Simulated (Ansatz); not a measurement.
## W: two-dimensional strain map

Theory: DFT PBE, scalar-relativistic, plane waves, PAW in Ansatz 0.2.0. Cutoff 420 eV, Γ-centred 20×20×20 k-points, Fermi–Dirac smearing of 0.4 eV. Spin–orbit coupling is left out, which can shift energies with elements as heavy as these. No spin polarisation. Energies are free energies at this smearing, counted from the undisturbed cell; pressure is positive in compression.

Zero of the scan (as given, not relaxed at this level; it stands at -1.7 GPa):

```
W
1.0
    -1.59730    1.59730    1.59730
     1.59730   -1.59730    1.59730
     1.59730    1.59730   -1.59730
W
1
Direct
  0.00000 0.00000 0.00000
```

The cell is strained by p along both x and y and by q along z, fractional coordinates fixed. Points are written (p, q).

Energy above the undisturbed cell in meV/atom (a dash: not computed):

```
 p \ q  -0.050  -0.025  0.000  0.025  0.050
-0.050   361.5   248.2  174.8  134.1  119.5
-0.025   153.4    75.9   36.1   27.4   43.9
 0.000    57.1    11.1    0.0   18.1   60.0
 0.025    51.6    33.9   47.9   88.7  151.7
 0.050   118.4   126.7  163.2  223.8  304.4
```

Pressure in GPa:

```csv
p \ q,-0.050,-0.025,0.000,0.025,0.050
-0.050,59.2,46.4,35.3,25.6,17.2
-0.025,34.6,23.8,14.5,6.5,-0.3
0.000,15.1,6.0,-1.7,-8.3,-13.9
0.025,-0.1,-7.8,-14.3,-19.7,-24.2
0.050,-11.9,-18.4,-23.8,-28.3,-31.9
```

Cost: 25 runs of about 2.1 core-minutes in all, on AMD EPYC 7R43 (Zen 3) (shared hosts).